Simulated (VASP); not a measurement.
Write the native input for VASP 6.6.1 that does the following.

```
Task                   : relaxation of cell and atoms
Functional             : PBE
Potentials or basis    : VASP PAW PBE potentials, release 64 (K_sv, Br)
Cutoff                 : 600 eV
k mesh                 : 6 × 6 × 6
Occupations            : fermi-dirac, width 0.02 eV
Spin                   : no spin polarisation
Dipole correction      : no
Further INCAR settings : ALGO = Normal; EDIFF = 1e-07; IBRION = 2; EDIFFG = -0.005; NSW = 80; ISIF = 3
```

The structure of KBr lies in POSCAR:

```
KBr
1.0
    0.0000000000      3.2500180000      3.2500180000
    3.2500180000      0.0000000000      3.2500180000
    3.2500180000      3.2500180000      0.0000000000
K Br
1 1
Direct
    0.0000000000      0.0000000000      0.0000000000
    0.5000000000      0.5000000000      0.5000000000
```

The cell was built by a generator and needn't be a form met in nature.

One way to write it, as run:

INCAR

```
PREC = Accurate
ENCUT = 600
EDIFF = 1E-7
ISMEAR = -1
SIGMA = 0.02
LREAL = False
LASPH = True
NELM = 80
ALGO = Normal
ISIF = 3
LWAVE = False
LCHARG = False
GGA = PE
IBRION = 2
NSW = 80
EDIFFG = -0.005
```

KPOINTS

```
regular mesh
0
Gamma
  6 6 6
```

Potentials or basis: VASP PAW PBE potentials, release 64 (K_sv, Br).

Command:

```bash
$ cat potpaw_PBE.64/K_sv/POTCAR potpaw_PBE.64/Br/POTCAR > POTCAR
$ mpirun -np 1 vasp_std > vasp.out
```

Results of the run:

```yaml
Relaxed_volume: 37.80 Å³/atom
Relaxed_cell: a = 4.746 Å, b = 4.746 Å, c = 4.746 Å, α = 60.00°, β = 60.00°, γ = 60.00°
Space_group_after_relaxing_to_0.05_Å: Fm-3m (No. 225)
Energy_gained_by_relaxing: 16.0 meV/atom
Ionic_steps: 4
Pressure_after_relaxing: 0.0 GPa
Band_gap_on_the_k_mesh: 4.30 eV, direct
```

It took 58 s on 1 thread of Intel(R) Xeon(R) Platinum 8375C CPU @ 2.90GHz (Ice Lake), with other jobs on the host, peak memory 0.25 GiB.
